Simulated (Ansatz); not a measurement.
Br:

```
CELL_PARAMETERS angstrom
3.36325 -2.32255 0.00000
3.36325 2.32255 0.00000
0.00000 0.00000 8.70230
ATOMIC_POSITIONS crystal
Br 0.36510 0.63490 0.39010
Br 0.13490 0.86510 0.89010
Br 0.63490 0.36510 0.60990
Br 0.86510 0.13490 0.10990
```

Base run:

| Quantity | Value |
| --- | --- |
| Program | Ansatz 0.2.0 |
| Functional | HSE06 |
| Potentials or basis | Ansatz PAW |
| Cutoff | 420 eV (not typed: the program's choice for these potentials) |
| k mesh | 4 × 4 × 2 |
| Occupations | fermi-dirac, width 0.05 eV |
| Spin | no spin polarisation |

Its results: band gap on the k mesh 3.10 eV, indirect (least direct gap 3.22 eV); pressure 0.8 GPa; largest force 0.179 eV/Å.

Q: The run is repeated on the same cell with these changes: functional from HSE06 to B3LYP. What comes out?

A: Band gap on the k mesh 3.40 eV, indirect (least direct gap 3.52 eV); pressure 2.5 GPa; largest force 0.617 eV/Å.

Caveats: the PAW data sets come from PBE, with cores solved anew for the run's functional, which leaves a small shift of forces and pressure; the thresholds are loose for stress.
